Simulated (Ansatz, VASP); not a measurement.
Os: VASP beside Ansatz

```
Os
1.0
     2.73410    0.00000    0.00000
    -1.36705    2.36780    0.00000
     0.00000    0.00000    4.31970
Os
2
Direct
  0.66667 0.33333 0.75000
  0.33333 0.66667 0.25000
```

Alike in both runs: functional revPBE; k mesh 6 × 6 × 4; occupations fermi-dirac, width 0.05 eV; no spin polarisation.

|  | VASP | Ansatz |
| --- | --- | --- |
| version | VASP 6.6.1 | Ansatz 0.2.0 |
| potentials or method | VASP PAW PBE potentials, release 64 (Os) | Ansatz PAW |
| plane-wave cutoff (eV) | 520 | 420 |
| valence electrons in the cell | 16 | 32 |
| task | single point | band structure |

|  | VASP | Ansatz | Ansatz less VASP |
| --- | --- | --- | --- |
| gap on the k mesh at the Fermi level (eV) | none | none | - |
| pressure (GPa) | 12.2 | 12.5 | +0.24 |
| largest component of the traceless stress (GPa) | 4.08 | 4.00 | -0.072 |

A gap of «none» marks a metal or a gap that the smearing closes. The functional is the same, so the differences come from potentials, cutoffs and numerics. The two sets of potentials don't hold the same shells in valence.

Caveats: the k mesh is coarse (spacing up to 0.44 Å⁻¹), so the values aren't converged; the PAW data sets were made with another functional, which shifts forces and pressure a little (VASP); spin-orbit coupling is left out, which moves the levels of the heavy elements (Ansatz); the PAW data sets come from PBE, with cores solved anew for the run's functional, which leaves a small shift of forces and pressure (Ansatz). The runs have no spin-orbit coupling, so splittings on Os are missing.
